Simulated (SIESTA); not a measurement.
Crystal: Tc.

```
Tc
1.0
     0.00000    1.95000    1.95000
     1.95000    0.00000    1.95000
     1.95000    1.95000    0.00000
Tc
1
Cartesian
  0.0000 0.0000 0.0000
```

This isn't the form of Tc at room conditions, which is hcp.

| Item | Value |
| --- | --- |
| Program | SIESTA 5.4.2 |
| Task | relaxation of cell and atoms |
| Functional | vdW-DF2 |
| Potentials or basis | PseudoDojo 0.4 standard (PBE files) |
| Basis | DZP (energy shift 0.003 Ry; two zetas on semicore shells) |
| Grid cutoff | 800 Ry |
| Energy shift | 0.003 Ry |
| k mesh | 8 × 8 × 8 |
| Occupations | fermi-dirac, width 0.05 eV |
| Spin | no spin polarisation |

At the start: pressure 17.5 GPa; volume 14.83 Å³/atom.

How do energy, volume and symmetry change on relaxing?

Over 4 steps the energy falls by 48.0 meV/atom and the volume is 15.79 Å³/atom (+6.5 %); space group Fm-3m (No. 225, to 0.05 Å).

The path:
```
step  energy change (eV)  largest force (eV/Å)  pressure (GPa)  volume (Å³)
   1              0.0000                0.0000           17.46        14.83
   2             -0.0061                0.0000           16.26        14.89
   3             -0.0480                0.0000            0.45        15.76
   4             -0.0480                0.0000           -0.05        15.79
```

Final structure:
```yaml
crystal:
  lattice:
    - [-0.00001, 1.99122, 1.99122]
    - [1.99122, -0.00001, 1.99122]
    - [1.99122, 1.99122, -0.00001]
  atoms:
    - { symbol: Tc, position: [0.00000, 0.00000, 0.00000] }
```

Caveat: the potentials were made for another functional, which shifts forces and pressure; the basis of atomic orbitals isn't converged, which shifts pressures, moduli and gaps.
